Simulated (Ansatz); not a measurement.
# PbF2: the cost of one run

Program: Ansatz 0.2.0. Level of theory: DFT PBE+D3(BJ), scalar-relativistic, plane waves, PAW. These are calculated values, not measurements.

### 1 Starting point

The structure is orthorhombic, space group Aea2 (No. 41). The conventional cell has a = 6.024 Å, b = 6.004 Å, c = 6.023 Å, α = 90.00°, β = 90.00°, γ = 90.00°. Pb (site symmetry 2) is surrounded by 8 F at 2.54 to 2.72 Å. F (site symmetry 1) is surrounded by 4 Pb at 2.54 to 2.72 Å.

As a file:

```
CELL_PARAMETERS angstrom
6.02406 0.00000 0.00000
0.00000 3.00205 3.01128
0.00000 -3.00205 3.01128
ATOMIC_POSITIONS crystal
Pb 0.50000 0.97748 0.97748
Pb 0.00000 0.47748 0.47748
F 0.76477 0.97361 0.45867
F 0.23523 0.45867 0.97361
F 0.73523 0.47361 0.95867
F 0.26477 0.95867 0.47361
```

The structure comes from the Materials Project (structure only).

### 2 Quick check of gap, pressure and forces

File input.yaml:

```yaml
crystal:
  lattice:
    - [6.024056, 0.0, 0.0]
    - [0.0, 3.00205, 3.011285]
    - [0.0, -3.00205, 3.011285]
  atoms:
    - { symbol: Pb, position: [0.5, 0.977479, 0.977479] }
    - { symbol: Pb, position: [0.0, 0.477479, 0.477479] }
    - { symbol: F, position: [0.764773, 0.973608, 0.458666] }
    - { symbol: F, position: [0.235227, 0.458666, 0.973608] }
    - { symbol: F, position: [0.735227, 0.473608, 0.958666] }
    - { symbol: F, position: [0.264773, 0.958666, 0.473608] }
basis:
  ecutwfc: 420
kpoints:
  mp_grid: { grid: [4, 4, 4] }
hamiltonian:
  xc: pbe
  dispersion: d3bj
scf:
  occupations: { method: gaussian, width: 0.1 }
output:
  forces: true
  stress: true
  eigenvalues: true
```

Launch:

```
> ansatz run input.yaml --threads 4 --pin off --max-ram 5120MiB --backend cpu --events-out ev --progress --plain --runs-dir out
```

**Question.** How long does this run take on 4 threads of Intel Xeon Platinum 8259CL at 2.50GHz (Skylake/Cascade Lake), shared host, and how much memory does it need?

About 2.5 s, with a peak of 0.46 GiB.
